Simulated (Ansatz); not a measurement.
# 17O nuclear quadrupole resonance in SiO2

Cell: a computed structure from the Materials Project (it need not be an observed phase).

```cif
data_SiO2
_symmetry_space_group_name_H-M 'Ia-3'
_symmetry_Int_Tables_number 206
_cell_length_a 8.4471
_cell_length_b 8.4471
_cell_length_c 8.4471
_cell_angle_alpha 90.000
_cell_angle_beta 90.000
_cell_angle_gamma 90.000
loop_
_atom_site_label
_atom_site_type_symbol
_atom_site_symmetry_multiplicity
_atom_site_Wyckoff_symbol
_atom_site_fract_x
_atom_site_fract_y
_atom_site_fract_z
Si Si 16 c 0.1412 0.6412 0.8588
O9 O 24 d 0.5000 0.2500 0.4302
O14 O 8 b 0.7500 0.2500 0.2500
```

One atom of each set is listed; the run and its k-mesh use a cell of 24 atoms with edges of 7.32, 7.32, 7.32 Å.

Level of theory: DFT, PBE, plane waves and PAW, scalar-relativistic, 420 eV cutoff, Γ-centred 4×4×4 k-points, Fermi–Dirac smearing 0.02 eV (Ansatz 0.2.0).

17O: I = 5/2, Q = -25.58 mb (year-2017 value). Static lattice, zero field.

Q: Predict the zero-field 17O lines of each site.

A: For I = 5/2 and η = 0 the lines are 3|C_Q|/20 and twice that; η pulls their ratio below 2.

```
site  atoms  V_zz (10²¹ V/m²)  C_Q (MHz)     η  line frequencies (MHz)
  O9     12              9.21      -5.70  0.30             0.938, 1.68
 O14      4              9.76      -6.04  0.00             0.906, 1.81
```

An axis of threefold or higher order runs through O14, so V_zz lies along it and η is zero. At O9 V_zz runs parallel to the line that joins its two neighbours (within 4°).

At this cell the PBE pressure is 6 GPa, so with PBE the cell would grow if it were relaxed. The entry's cell may itself be off. The largest force is 0.3 eV/Å, so the atoms aren't at the calculated equilibrium and relaxing them would move these values.

The run took 15 s of wall time (15 s of CPU time) and 0.65 GiB at its peak, on 1 thread of Intel Xeon Platinum 8375C CPU @ 2.90GHz (Ice Lake) (x86_64; 2 cores open to the job, memory cap 2.5 GiB, no GPU), a shared host with a load of 0.2 a core.
